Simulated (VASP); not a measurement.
NiO:

```
Ni O
1.0
     0.00000    2.08590    2.08590
     2.08590    0.00000    2.08590
     2.08590    2.08590    0.00000
Ni O
1 1
Direct
  0.00000 0.00000 0.00000
  0.50000 0.50000 0.50000
```

Base run:

```yaml
Program: VASP 6.6.1
Functional: rSCAN
Potentials_or_basis: VASP PAW PBE potentials, release 64 (Ni, O)
Cutoff: 520 eV
k_mesh: 11 × 11 × 11
Occupations: fermi-dirac, width 0.05 eV
Spin: collinear spin, ferromagnetic start
Starting_moments: "[1.0, 0.0] μB"
```

Its results: band gap on the k mesh 0.66 eV, indirect (least direct gap 1.62 eV); pressure 1.6 GPa; net moment 2.00 μB per cell; site moments Ni +1.69; O +0.28 μB.

The run is repeated on the same cell with these changes: functional from rSCAN to SCAN. What comes out?

Band gap on the k mesh 0.92 eV, indirect (least direct gap 1.89 eV); pressure 1.8 GPa; net moment 2.00 μB per cell; site moments Ni +1.70; O +0.26 μB.

Caveats: the PAW data sets were made with another functional, which shifts forces and pressure a little; a cell with one magnetic atom can't hold antiferromagnetic order, which such compounds often take.

A k mesh can miss the band edges.
